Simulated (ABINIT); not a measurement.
# MgB2 (P6/mmm) in ABINIT: settings compared, part 2 of 2

ABINIT 10.8.3 (patched build). Earlier steps stand in the parts before.

## 3. Relaxation of cell and atoms, BLYP

run.abi

```
# Pseudopotentials
pp_dirpath "./"
pseudos "Mg.GGA_PBE-JTH.xml, B.GGA_PBE-JTH.xml"

# Structure
acell 5.8298050945 5.8298050945 6.6575051371
rprim
     1.0000000000     0.0000000000     0.0000000000
    -0.5000000000     0.8660254038     0.0000000000
     0.0000000000     0.0000000000     1.0000000000
ntypat 2
znucl 12 5
natom 3
typat 1 2 2
xred
     0.0000000000     0.0000000000     0.0000000000
     0.6666666667     0.3333333333     0.5000000000
     0.3333333333     0.6666666667     0.5000000000
chkprim 0
chksymtnons 0
tolsym 1.0e-6

# Plane-wave basis
ecut 23.0
pawecutdg 45.0
pawxcdev 0
pawovlp -1

# k points
kptopt 1
ngkpt 10 10 8
nshiftk 1
shiftk 0.0 0.0 0.0

# Exchange and correlation
ixc -106131

# Bands and occupations
nband 12
occopt 3
tsmear 0.05 eV

# SCF cycle
nstep 100
tolvrs 1.0e-9

# Output
iomode 3
prtwf 0
prtden 0
prteig 0
prtebands 0

# Relaxation
ionmov 2
ntime 60
tolmxf 0.0005
optcell 2
dilatmx 1.08
ecutsm 0.5
```

Potentials or basis: JTH PAW PBE v2.0.

Started as:

```console
abinit run.abi > log 2>&1
```

run.abo:

```text
.Version 10.8.3 of ABINIT
 Symmetries : space group P6/m m m (#191); Bravais hP (primitive hexag.)
================================================================================
 Values of the parameters that define the memory need of the present run
     intxc =       0    ionmov =       2      iscf =      17    lmnmax =       8
     lnmax =       4     mgfft =      32  mpssoang =       2    mqgrid =    3001
     natom =       3  nloc_mem =       2    nspden =       1   nspinor =       1
    nsppol =       1      nsym =      24    n1xccc =       1    ntypat =       2
    occopt =       3   xclevel =       2
       mpw =        1316          nfft =       28800          nkpt =          70
 PAW method is used; the additional fine FFT grid is defined by:
   mgfftf=        45    nfftf =     72000
================================================================================
================================================================================

--------------------------------------------------------------------------------
------------- Echo of variables that govern the present computation ------------
--------------------------------------------------------------------------------
 -outvars: echo values of preprocessed input variables --------
            acell      5.8298050945E+00  5.8298050945E+00  6.6575051371E+00 Bohr
              amu      2.43050000E+01  1.08110000E+01
          chkprim           0
      chksymtnons           0
          dilatmx      1.08000000E+00
             ecut      2.30000000E+01 Hartree
           ecutsm      5.00000000E-01 Hartree
           ionmov           2
                       outvar_i_n : Printing only first  50 k-points.
              ixc     -106131
                       outvar_i_n : Printing only first  50 k-points.
         kptrlatt       10    0    0      0   10    0      0    0    8
          kptrlen      5.32600411E+01
            natom           3
            nband          12
            ngfft          30      30      32
          ngfftdg          40      40      45
             nkpt          70
            nstep         100
             nsym          24
            ntime          60
           ntypat           2
                       prtocc : prtvol=0, do not print more k-points.
           occopt           3
          optcell           2
        pawecutdg      4.50000000E+01 Hartree
          pawovlp     -1.0000000000E+00
         pawxcdev           0
           prtden           0
        prtebands           0
           prteig           0
            prtwf           0
            rprim      1.0000000000E+00  0.0000000000E+00  0.0000000000E+00
                      -5.0000000000E-01  8.6602540380E-01  0.0000000000E+00
                       0.0000000000E+00  0.0000000000E+00  1.0000000000E+00
          spgroup         191
           tolmxf      5.00000000E-04
           tolsym      1.00000000E-06
           tolvrs      1.00000000E-09
           tsmear      1.83746611E-03 Hartree
            typat      1  2  2
           useylm           1
                       outvars : Printing only first  50 k-points.
           xangst      0.0000000000E+00  0.0000000000E+00  0.0000000000E+00
                       1.5424999990E+00  8.9056278964E-01  1.7614999988E+00
                      -7.9179545087E-18  1.7811255793E+00  1.7614999988E+00
            xcart      0.0000000000E+00  0.0000000000E+00  0.0000000000E+00
                       2.9149025472E+00  1.6829197703E+00  3.3287525686E+00
                      -1.4962765499E-17  3.3658395407E+00  3.3287525686E+00
             xred      0.0000000000E+00  0.0000000000E+00  0.0000000000E+00
                       6.6666666667E-01  3.3333333333E-01  5.0000000000E-01
                       3.3333333333E-01  6.6666666667E-01  5.0000000000E-01
            znucl       12.00000    5.00000

[... 568 lines left out ...]
 Difference of energy with previous step (new-old):
           Absolute (Ha)=-1.88948E-06
           Relative     =-2.72696E-08

 At Broyd/MD step   5, gradients are converged :
  max grad (force/stress) = 1.5698E-04 < tolmxf= 5.0000E-04 ha/bohr (free atoms)

================================================================================

 ----iterations are completed or convergence reached----

 Mean square residual over all n,k,spin=   20.807E-11; max=  86.557E-09
 reduced coordinates (array xred) for    3 atoms
      -0.000000000000      0.000000000000      0.000000000000
       0.666666666667      0.333333333333      0.500000000000
       0.333333333333      0.666666666667      0.500000000000
 rms dE/dt=  5.2143E-28; max dE/dt=  9.4243E-28; dE/dt below (all hartree)
    1       0.000000000000      0.000000000000      0.000000000000
    2      -0.000000000000     -0.000000000000      0.000000000000
    3       0.000000000000      0.000000000000      0.000000000000

 cartesian coordinates (angstrom) at end:
    1     -0.00000000000000     0.00000000000000     0.00000000000000
    2      1.54465781287731     0.89180860408660     1.77519350861018
    3     -0.00000000000000     1.78361720817319     1.77519350861018

 cartesian forces (hartree/bohr) at end:
    1      0.00000000000000     0.00000000000000    -0.00000000000000
    2      0.00000000000000     0.00000000000000    -0.00000000000000
    3     -0.00000000000000    -0.00000000000000    -0.00000000000000
 frms,max,avg= 1.2542638E-28 2.2190961E-28   0.000E+00  0.000E+00  0.000E+00 h/b

 cartesian forces (eV/Angstrom) at end:
    1      0.00000000000000     0.00000000000000    -0.00000000000000
    2      0.00000000000000     0.00000000000000    -0.00000000000000
    3     -0.00000000000000    -0.00000000000000    -0.00000000000000
 frms,max,avg= 6.4496838E-27 1.1411051E-26   0.000E+00  0.000E+00  0.000E+00 e/A
 length scales=  5.837960449164  5.837960449242  6.709259103525 bohr
              =  3.089315625755  3.089315625796  3.550387017220 angstroms
 Fermi (or HOMO) energy (hartree) =   0.27225   Average Vxc (hartree)=  -0.37006
 Eigenvalues (hartree) for nkpt=  70  k points:
 kpt#   1, nband= 12, wtk=  0.00125, kpt=  0.0000  0.0000  0.0000 (reduced coord)
  -2.51036   -1.29523   -1.29523   -1.29434   -0.17865    0.16326    0.28249    0.28249
   0.33367    0.50675    0.50675    0.56852
      occupation numbers for kpt#   1
   2.00000    2.00000    2.00000    2.00000    2.00000    2.00000    0.00754    0.00754
   0.00000    0.00000    0.00000    0.00000
 prteigrs : prtvol=0 or 1, do not print more k-points.

--- !EnergyTerms
iteration_state     : {dtset: 1, itime: 5, icycle: 1, }
comment             : Components of total free energy in Hartree
kinetic             :  7.04456677793337E+00
hartree             :  1.39550030710832E+01
xc                  : -3.41418913374680E+00
Ewald energy        : -3.67970978002674E+01
psp_core            :  1.61514217133043E+00
local_psp           : -4.29229921081057E+01
PAW spherical_terms : -8.76914688131563E+00
internal            : -6.92887139030885E+01
'-kT*entropy'       : -2.34632254718699E-04
total_energy        : -6.92889485353432E+01
total_energy_eV     : -1.88544834117312E+03
...

--- !EnergyTermsDC
iteration_state     : {dtset: 1, itime: 5, icycle: 1, }
comment             : '"Double-counting" decomposition of free energy'
band_energy         : -1.20454120965914E+01
Ewald energy        : -3.67970978002674E+01
psp_core            :  1.61514217133043E+00
xc_dc               : -1.30376528632655E+01
PAW spherical_terms : -9.02369364670431E+00
internal            : -6.92887142354981E+01
'-kT*entropy'       : -2.34632254718699E-04
total_energy_dc     : -6.92889488677529E+01
total_energy_dc_eV  : -1.88544835021845E+03
...

--- !EnergyTermsWithPAWCore
iteration_state     : {dtset: 1, itime: 5, icycle: 1, }
comment             : 'Components of total free energy, including PAW core contributions'
Total energy        : -2.50189647452538E+02
Total energy DC     : -2.50189647784948E+02
Total energy (eV)   : -6.80800713157684E+03
Total energy DC (eV): -6.80800714062216E+03
...

 Cartesian components of stress tensor (hartree/bohr^3)
  sigma(1 1)=  1.56979023E-06  sigma(3 2)=  0.00000000E+00
  sigma(2 2)=  1.56978994E-06  sigma(3 1)=  0.00000000E+00
  sigma(3 3)=  6.16960139E-07  sigma(2 1)=  0.00000000E+00

-Cartesian components of stress tensor (GPa)         [Pressure= -3.6840E-02 GPa]
- sigma(1 1)=  4.61848231E-02  sigma(3 2)=  0.00000000E+00
- sigma(2 2)=  4.61848145E-02  sigma(3 1)=  0.00000000E+00
- sigma(3 3)=  1.81515940E-02  sigma(2 1)=  0.00000000E+00

== END DATASET(S) ==============================================================
================================================================================

 -outvars: echo values of variables after computation  --------
            acell      5.8379604492E+00  5.8379604492E+00  6.7092591035E+00 Bohr
           etotal     -6.9288948868E+01
            fcart      7.6871744467E-30  4.4381922361E-30 -0.0000000000E+00
                       1.4605631449E-28  2.1747141957E-28 -0.0000000000E+00
                      -1.5374348893E-28 -2.2190961180E-28 -0.0000000000E+00
            rprim      1.0000000000E+00  0.0000000000E+00  0.0000000000E+00
                      -4.9999999999E-01  8.6602540379E-01  0.0000000000E+00
                       0.0000000000E+00  0.0000000000E+00  1.0000000000E+00
           strten      1.5697902299E-06  1.5697899368E-06  6.1696013881E-07
                       0.0000000000E+00  0.0000000000E+00  0.0000000000E+00
           xangst     -3.7579899807E-29  2.1167156541E-29  0.0000000000E+00
                       1.5446578129E+00  8.9180860409E-01  1.7751935086E+00
                      -8.4769406036E-18  1.7836172082E+00  1.7751935086E+00
             xred     -8.2086259069E-30  7.9116963153E-30  0.0000000000E+00
                       6.6666666667E-01  3.3333333333E-01  5.0000000000E-01
                       3.3333333333E-01  6.6666666667E-01  5.0000000000E-01
 Calculation completed.
```

Wall time 2.1 min (1 thread of Arm Neoverse V1, shared host); peak memory 0.12 GiB.

Results:

```yaml
Free_energy: -1885.4484 eV
Relaxed_volume: 9.78 Å³/atom
Relaxed_cell: a = 3.089 Å, b = 3.089 Å, c = 3.550 Å, α = 90.00°, β = 90.00°, γ = 120.00°
Space_group_after_relaxing_to_0.05_Å: P6/mmm (No. 191)
Energy_gained_by_relaxing: 0.5 meV/atom
Ionic_steps: 5
Pressure_after_relaxing: 0.0 GPa
Band_gap_on_the_k_mesh: none (metal or under the smearing width)
```

The path:
| step | energy change (eV) | largest force (eV/Å) | pressure (GPa) | volume (Å³) |
| --- | --- | --- | --- | --- |
| 1 | 0.0000 | 0.0000 | 1.28 | 29.04 |
| 2 | -0.0008 | 0.0000 | 0.73 | 29.15 |
| 3 | -0.0015 | 0.0000 | -0.10 | 29.34 |
| 4 | -0.0015 | 0.0000 | -0.12 | 29.35 |
| 5 | -0.0016 | 0.0000 | -0.04 | 29.34 |

Final structure:
```
Mg B
1.0
     3.08932    0.00000    0.00000
    -1.54466    2.67543    0.00000
     0.00000    0.00000    3.55039
Mg B
1 2
Cartesian
  0.0000 0.0000 0.0000
  1.5447 0.8918 1.7752
  0.0000 1.7836 1.7752
```

Caveat: the PAW data sets were made with another functional, which shifts forces and pressure a little; the atomic spheres overlap.

## 4. Relaxation of cell and atoms, AM05

run.abi, as its differences from that of step 3:

```diff
@@ -35,3 +35,3 @@
 # Exchange and correlation
-ixc -106131
+ixc -120135
```

Started as:

```console
abinit run.abi > log 2>&1
```

It took 2.3 min on 1 thread of Arm Neoverse V1, shared host; peak memory 0.12 GiB.

Results (log left out):

```
Free energy                            : -1879.4136 eV
Relaxed volume                         : 9.48 Å³/atom
Relaxed cell                           : a = 3.070 Å, b = 3.070 Å, c = 3.483 Å, α = 90.00°, β = 90.00°, γ = 120.00°
Space group after relaxing (to 0.05 Å) : P6/mmm (No. 191)
Energy gained by relaxing              : 1.9 meV/atom
Ionic steps                            : 5
Pressure after relaxing                : 0.0 GPa
Band gap on the k mesh                 : none (metal or under the smearing width)
```

Step by step:
```
step  energy change (eV)  largest force (eV/Å)  pressure (GPa)  volume (Å³)
   1              0.0000                0.0000           -2.88        29.04
   2             -0.0036                0.0000           -1.59        28.78
   3             -0.0053                0.0000            0.05        28.46
   4             -0.0054                0.0000            0.07        28.45
   5             -0.0056                0.0000            0.01        28.44
```

Final structure:
```
Mg B
1.0
     3.07019    0.00000    0.00000
    -1.53510    2.65886    0.00000
     0.00000    0.00000    3.48340
Mg B
1 2
Cartesian
  0.0000 0.0000 0.0000
  1.5351 0.8863 1.7417
  0.0000 1.7726 1.7417
```

Levels at points of the mesh, in eV from the Fermi level:
| k point | band 6 | band 7 | band 8 | band 9 | band 10 | band 11 |
| --- | --- | --- | --- | --- | --- | --- |
| (0.00, 0.00, 0.00) | -2.96 | 0.33 | 0.33 | 1.71 | 6.24 | 6.24 |
| (0.50, 0.00, 0.00) | -7.97 | -2.25 | 0.19 | 3.10 | 3.76 | 5.41 |
| (0.00, 0.00, 0.50) | -7.59 | 0.73 | 0.73 | 6.58 | 6.58 | 7.93 |
| (0.50, 0.00, 0.50) | -7.01 | -3.70 | -1.95 | -1.41 | 5.73 | 8.85 |

Caveat: the PAW data sets were made with another functional, which shifts forces and pressure a little; the atomic spheres overlap.

## 5. The runs side by side

```csv
level,gap on the mesh (eV),pressure (GPa),relaxed volume (Å³/atom)
RPBE,none,0.0,9.84
BLYP,none,0.0,9.78
AM05,none,0.0,9.48
```

Alike in all rows: task relaxation of cell and atoms; potentials or basis JTH PAW PBE v2.0; no spin polarisation; cell relaxed; k mesh 10 × 10 × 8; cutoff (eV) 626; smearing fermi-dirac 0.05 eV.

Caveats: the PAW data sets were made with another functional, which shifts forces and pressure a little; the atomic spheres overlap.

Total energies depend on the potentials used, so only differences within one code and one set of settings carry meaning.
